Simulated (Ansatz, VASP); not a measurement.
## Two plane-wave programs on Ge

```
Ge
1.0
    -4.14486    4.14486    4.14486
     4.14486   -4.14486    4.14486
     4.14486    4.14486   -4.14486
Ge
6
Cartesian
  2.0724 5.1811 0.0000
  0.0000 2.0724 5.1811
  3.1086 4.1449 2.0724
  5.1811 0.0000 2.0724
  2.0724 3.1086 4.1449
  4.1449 2.0724 3.1086
```

Alike in both runs: functional PBE; k mesh 4 × 4 × 4; occupations gaussian, width 0.1 eV; no spin polarisation.

Ansatz relaxed the structure, and its values are those at the end. VASP's run is a single point on that final structure, the one shown.

|  | VASP | Ansatz |
| --- | --- | --- |
| version | VASP 6.6.1 | Ansatz 0.2.0 |
| potentials or method | VASP PAW PBE potentials, release 64 (Ge_d) | scalar-relativistic, plane waves, PAW |
| plane-wave cutoff (eV) | 520 | 420 |
| valence electrons in the cell | 84 | 84 |

```tsv
	VASP	Ansatz	Ansatz less VASP
gap on the k mesh at the Fermi level (eV)	none	none	-
pressure (GPa)	0.0	0.0	+0.01
```

A gap of «none» marks a metal or a gap that the smearing closes.
